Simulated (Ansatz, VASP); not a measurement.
## One calculation of KF (Carobbiite), two programs

Contents of INCAR:

```
PREC = Accurate ; ENCUT = 520
EDIFF = 1E-7 ; ISMEAR = -1
SIGMA = 0.05 ; LREAL = F
LASPH = T ; NELM = 60
ALGO = Normal ; ISIF = 2
LWAVE = F ; LCHARG = F
GGA = PE ; NBANDS = 15
```

File KPOINTS:

```
regular mesh
0
Gamma
  9 9 9
```

The input POSCAR:

```
KF
1.0
    0.0000000000      2.7070099531      2.7070099531
    2.7070099531      0.0000000000      2.7070099531
    2.7070099531      2.7070099531      0.0000000000
K F
1 1
Direct
    0.0000000000      0.0000000000      0.0000000000
    0.5000000000      0.5000000000      0.5000000000
```

input.yaml

```yaml
crystal:
  lattice:
    - [0.0, 2.7070099531, 2.7070099531]
    - [2.7070099531, 0.0, 2.7070099531]
    - [2.7070099531, 2.7070099531, 0.0]
  atoms:
    - { symbol: K, position: [0.0, 0.0, 0.0] }
    - { symbol: F, position: [0.5, 0.5, 0.5] }
hamiltonian:
  xc: pbe
  pseudopotentials: { kind: paw }
kpoints:
  mp_grid: { grid: [9, 9, 9] }
scf:
  occupations: { method: fermi_dirac, width: 0.05 }
output:
  forces: true
  stress: true
  eigenvalues: true
```

Change from the starting cell: volume scaled by 1.04.

Alike in both runs: task single point; functional PBE; k mesh 9 × 9 × 9; occupations fermi-dirac, width 0.05 eV; no spin polarisation.

|  | VASP | Ansatz |
| --- | --- | --- |
| version | VASP 6.6.1 | Ansatz 0.2.0 |
| potentials or method | VASP PAW PBE potentials, release 64 (K_sv, F) | Ansatz PAW |
| plane-wave cutoff (eV) | 520 | 420 |
| valence electrons in the cell | 16 | 16 |

|  | VASP | Ansatz | Ansatz less VASP |
| --- | --- | --- | --- |
| gap on the k mesh at the Fermi level (eV) | 5.96 | 5.98 | +0.015 |
| least direct gap on the mesh (eV) | 5.96 | 5.98 | +0.015 |
| pressure (GPa) | 0.1 | 0.1 | -0.01 |

The functional is the same, so the differences come from potentials, cutoffs and numerics.

Caveats: an odd mesh through Γ misses points on the zone boundary, where band edges often lie (VASP); odd divisions of the mesh miss points on the zone boundary, where band edges often lie, so the gap on the mesh can be too wide (Ansatz).
